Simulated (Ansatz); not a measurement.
## SiC (P6_3mc), random displacements

All numbers below come from DFT r2SCAN, scalar-relativistic, plane waves, PAW (Ansatz). The runs took a 300 eV cutoff, a Γ-centred 6×6×4 mesh and Gaussian smearing (0.05 eV). The mesh is coarse. The cutoff lies under the one recommended for these potentials. No spin polarisation. Energies are free energies at this smearing, counted from the undisturbed cell; pressure is positive in compression.

Zero of the scan (as given, not relaxed at this level):

```
Si C
1.0
     3.07600    0.00000    0.00000
    -1.53800    2.66389    0.00000
     0.00000    0.00000    5.04800
Si C
2 2
Direct
  0.33333 0.66667 0.00000
  0.66667 0.33333 0.50000
  0.33333 0.66667 0.38500
  0.66667 0.33333 0.88500
```

The atoms are displaced (Å, in the unstrained cell):

```tsv
atom	ux	uy	uz
Si1	0.076	-0.083	-0.061
Si2	0.116	-0.278	0.073
C3	-0.036	0.310	-0.300
C4	-0.155	0.051	0.289
```

Strain (Voigt, engineering shear): (-0.0014, -0.0026, 0.0021, 0.0107, -0.0201, -0.0029).

Task: What are the energy change, the stress and the forces?

Result: ΔE = 1652.8 meV/atom; stress (xx, yy, zz, yz, xz, xy; compression positive) (45.04, 46.40, 32.48, 29.28, 1.97, -23.71) GPa; gap on the mesh 0.13 eV.
```csv
atom,Fx (eV/Å),Fy,Fz
Si1,-11.04,6.19,2.86
Si2,0.46,10.79,4.39
C3,-1.02,-10.09,0.23
C4,11.60,-6.88,-7.47
```

Cost: 1 run of about 0.2 core-minutes, on AMD EPYC (Zen 3) (shared hosts).